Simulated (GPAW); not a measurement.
Crystal: Mo.

```
Mo
1.0
    -1.58381    1.58381    1.58381
     1.58381   -1.58381    1.58381
     1.58381    1.58381   -1.58381
Mo
1
Direct
  0.00000 0.00000 0.00000
```

```yaml
Program: GPAW 26.7.0
Task: relaxation of cell and atoms
Functional: BLYP
Potentials_or_basis: PAW data sets generated in the run's folder for this functional
Cutoff: 600 eV
Basis: pw
k_mesh: 12 × 12 × 12
Occupations: fermi-dirac, width 0.05 eV
Spin: no spin polarisation
```

At the start: pressure 6.9 GPa; volume 15.89 Å³/atom.

**Question.** How do energy, volume and symmetry change on relaxing?

**Answer.** Over 3 steps the energy falls by 9.7 meV/atom and the volume is 16.34 Å³/atom (+2.8 %); space group Im-3m (No. 229, to 0.05 Å).

Step by step:
| step | energy change (eV) | largest force (eV/Å) | pressure (GPa) | volume (Å³) |
| --- | --- | --- | --- | --- |
| 1 | 0.0000 | 0.0000 | 6.92 | 15.89 |
| 2 | -0.0097 | 0.0000 | -0.36 | 16.37 |
| 3 | -0.0097 | 0.0000 | -0.01 | 16.34 |

Final structure:
```
Mo
1.0
    -1.59862    1.59862    1.59862
     1.59862   -1.59862    1.59862
     1.59862    1.59862   -1.59862
Mo
1
Direct
  0.00000 0.00000 0.00000
```

Caveat: later steps reuse the first step's grids.
